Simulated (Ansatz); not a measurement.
The system is La2O3.

```
La O
1.0
     6.37027    0.00000    0.00000
    -3.18514    5.51682    0.00000
     0.00000    0.00000    3.28989
La O
2 3
Direct
  0.66667 0.33333 0.49810
  0.33333 0.66667 0.50190
  0.50461 0.00000 0.00000
  0.00000 0.50461 0.00000
  0.49539 0.49539 0.00000
```

The cell comes from a database or a generator and needn't be the stable form of this composition.

| Property | Result |
| --- | --- |
| Program | Ansatz 0.2.0 |
| Task | single point |
| Functional | PBE |
| Potentials or basis | all-electron LAPW, scalar-relativistic |
| Cutoff | 255 eV (chosen from the basis error) |
| Basis error allowed | 0.001 eV/atom |
| k mesh | 5 × 5 × 8 |
| Occupations | fermi-dirac, width 0.05 eV |
| Spin | no spin polarisation |

On this cell: pressure -0.1 GPa; largest force 0.036 eV/Å; band gap on the k mesh 1.63 eV, indirect (least direct gap 2.07 eV).

The same run follows on a disturbed copy (atoms moved at random, drawn with an rms of 0.05 Å):

```xyz
5
Lattice="6.3703 0.0000 0.0000 -3.1851 5.5168 0.0000 0.0000 0.0000 3.2899" Properties=species:S:1:pos:R:3 pbc="T T T"
La    3.2091    1.7587    1.6731
La   -0.0092    3.7191    1.6345
O     3.1915   -0.0277    0.0389
O    -1.6312    2.7847   -0.0176
O     1.5699    2.7567   -0.0117
```

Task: What does the disturbed cell give?

Result: The energy moves by +18.4 meV/atom; pressure 0.2 GPa; largest force 1.386 eV/Å; band gap on the k mesh 1.62 eV, indirect (least direct gap 2.03 eV).

Forces on the atoms (eV/Å):
```
La  -0.385  1.332 -0.013
La   0.183 -1.185  0.065
O    0.045  0.225 -0.135
O    0.053 -0.214  0.058
O    0.104 -0.157  0.025
```

Stress tensor (GPa, compression positive):
```
-2.06  0.61  0.04
 0.61  2.33 -0.09
 0.04 -0.09  0.20
```

Caveats: spin-orbit coupling is left out, which moves the levels of the heavy elements; an odd mesh through Γ misses points on the zone boundary, where band edges often lie.
